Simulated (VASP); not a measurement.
AlN: band structure with PBE

AlN:

```
Al N
1.0
     0.00000    2.18830    2.18830
     2.18830    0.00000    2.18830
     2.18830    2.18830    0.00000
Al N
1 1
Direct
  0.00000 0.00000 0.00000
  0.75000 0.75000 0.75000
```

Measurements of this composition are mostly on another form, of space group No. 186.

```yaml
Program: VASP 6.6.1
Task: band structure
Functional: PBE
Potentials_or_basis: VASP PAW PBE potentials, release 64 (Al, N)
Cutoff: 520 eV
k_mesh: 6 × 6 × 6
Occupations: gaussian, width 0.03 eV
Spin: no spin polarisation
Grid_for_exact_exchange_PRECFOCK: Fast
Further_INCAR_settings: ALGO = Fast; EDIFF = 1e-06; NBANDS = 11
```

```
Pressure                : 3.4 GPa
Band gap on the k mesh  : 3.31 eV, indirect (least direct gap 4.14 eV)
Band gap along the path : 3.31 eV, indirect (least direct gap 4.14 eV)
```

Levels at points of the mesh, in eV from the valence-band top:
```tsv
k point	band 1	band 2	band 3	band 4	band 5	band 6	band 7	band 8	band 9
(0.00, 0.00, 0.00)	-14.95	0.00	0.00	0.00	4.14	12.50	12.50	12.50	17.64
(0.50, 0.00, 0.00)	-12.92	-5.83	-0.48	-0.48	7.32	9.82	11.11	11.11	17.91
(0.50, 0.50, 0.00)	-12.29	-4.88	-1.77	-1.77	3.31	8.58	13.88	15.66	15.66
```

It took 1.9 s on 4 MPI ranks on Intel(R) Xeon(R) Platinum 8488C (Sapphire Rapids), on a shared host, peak memory 0.12 GiB a rank.
